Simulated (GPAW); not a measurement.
A run of GPAW 26.7.0:

File run.py:

```python
from ase import Atoms
from ase.dft.bandgap import bandgap
from ase.io import write
from ase.units import GPa
from gpaw import GPAW, PW

atoms = Atoms(['Cu', 'Cu', 'O', 'O'],
              cell=[[3.1795331014, 0.0, 0.0],
                    [-1.5897665507, 2.753556438, 0.0],
                    [0.0, 0.0, 4.43149073]],
              scaled_positions=[[0.0, 0.0, 0.0],
                                [0.0, 0.0, 0.5],
                                [0.3333333333, 0.6666666667, 0.25],
                                [0.6666666667, 0.3333333333, 0.75]],
              pbc=True)

calc = GPAW(mode=PW(600),
            xc='PBE',
            kpts={'size': (8, 8, 5), 'gamma': True},
            occupations={'name': 'fermi-dirac', 'width': 0.05},
            nbands=33,
            maxiter=120,
            txt='gpaw.txt')
atoms.calc = calc
energy = atoms.get_potential_energy()
forces = atoms.get_forces()
stress = atoms.get_stress()
calc.write('gs.gpw')
write('result.traj', atoms)
print(f'Energy: {energy:.6f} eV')
print('Forces (eV/A):')
print(forces.round(4))
print('Stress (GPa):', (stress / GPa).round(3))
print('Fermi level:', round(calc.get_fermi_level(), 4), 'eV')
print(f'Gap: {bandgap(calc)[0]:.4f} eV, direct: {bandgap(calc, direct=True)[0]:.4f} eV')
```

Potentials or basis: GPAW PAW data sets (gpaw-data 1.2.1), pw.

Launch:

```bash
$ OMP_NUM_THREADS=1 python run.py
```

Hardware: 1 thread of Arm Neoverse V1, on a shared host.

Task: How long does it take, and how much memory?

Result: Run time: 46 s on 1 thread of Arm Neoverse V1 (shared host), peak memory 0.17 GiB. Counts: scf iterations 11, plane waves 1314, bands 33, k points 40.
